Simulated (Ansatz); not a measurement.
Density of states of BaSnO3 (Pm-3m) above the conduction band minimum, PBEsol, rigid bands run with Ansatz (a quantum-chemistry and plane-wave program); cell volume 70.0 Å³.

```csv
energy from edge (eV),10⁻³ states/eV/cell
0.006,2.42
0.031,5.64
0.056,7.69
0.081,9.60
0.106,11.3
0.131,12.8
0.156,14.2
0.181,16.2
0.206,18.3
0.231,19.7
0.256,20.8
0.281,22.2
0.319,24.5
0.344,26.5
0.369,27.5
0.394,29.4
0.419,30.6
0.444,32.2
0.469,34.5
0.494,35.7
0.519,38.0
0.544,39.2
0.569,40.8
0.594,42.2
```

Q: What effective density of states at 300 K does this give (∫ g(E) exp(−E/k_BT) dE, both spins, divided by the cell's size)?

A: 1.7e18 cm⁻³, a density-of-states mass of 0.169 mₑ, valleys and band degeneracy included.

Spin-orbit coupling is left out. Geometry: cell and atoms relaxed with PBEsol.
